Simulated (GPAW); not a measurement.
Crystal: PtSe2 (Sudovikovite).

```
Pt Se
1.0
     3.72400    0.00000    0.00000
    -1.86200    3.22508    0.00000
     0.00000    0.00000    5.06200
Pt Se
1 2
Direct
  0.00000 0.00000 0.00000
  0.66667 0.33333 0.75000
  0.33333 0.66667 0.25000
```

Base run:

| Quantity | Value |
| --- | --- |
| Program | GPAW 26.7.0 |
| Functional | LDA |
| Potentials or basis | the program's PAW data sets (release 1.2.1) made for this functional |
| Cutoff | 600 eV |
| Basis | pw |
| k mesh | 6 × 6 × 4 |
| Occupations | fermi-dirac, width 0.05 eV |
| Spin | spin-orbit coupling, no magnetisation |

Its results: pressure -0.7 GPa; largest force 0.186 eV/Å.

Problem. The run is repeated on the same cell with these changes: functional from LDA to revPBE; band points from 100 to 60. What comes out?

Solution. Pressure 9.3 GPa; largest force 0.660 eV/Å.

Caveats: spin-orbit coupling was added after a scalar SCF, so levels and gaps hold it while energy, forces, pressure and moments don't.

Not every run made on this cell is shown here.
